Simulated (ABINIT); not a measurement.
The system is AlN.

```xyz
4
Lattice="3.1130 0.0000 0.0000 -1.5565 2.6959 0.0000 0.0000 0.0000 4.9810" Properties=species:S:1:pos:R:3 pbc="T T T"
Al    1.5565    0.8986    2.4905
Al    0.0000    1.7973    0.0000
N     1.5565    0.8986    4.3833
N     0.0000    1.7973    1.8928
```

Base run:

- Program: ABINIT 10.8.3 (patched build)
- Functional: PBE
- Potentials or basis: PseudoDojo NC SR PBE v0.4.1 standard
- Cutoff: 1143 eV
- k mesh: 8 × 8 × 4
- Occupations: fermi-dirac, width 0.05 eV
- Spin: no spin polarisation

Its results: band gap on the k mesh 4.22 eV, direct; pressure 3.4 GPa; largest force 0.131 eV/Å.

Q: After a change of settings the same cell gave: band gap on the k mesh 4.22 eV, direct; pressure 2.9 GPa; largest force 0.131 eV/Å. Which change was it?
A. functional from PBE to PBEsol; potentials or basis from PseudoDojo NC SR PBE v0.4.1 standard to PseudoDojo NC SR PBEsol v0.4.1 standard; cutoff from 1143 eV to 980 eV
B. functional from PBE to PBEsol; potentials or basis from PseudoDojo NC SR PBE v0.4.1 standard to PseudoDojo NC SR PBEsol v0.4 stringent; cutoff from 1143 eV to 980 eV
C. functional from PBE to LDA; potentials or basis from PseudoDojo NC SR PBE v0.4.1 standard to PseudoDojo NC SR LDA v0.4 stringent; cutoff from 1143 eV to 980 eV
D. cutoff from 1143 eV to 980 eV

A: D.
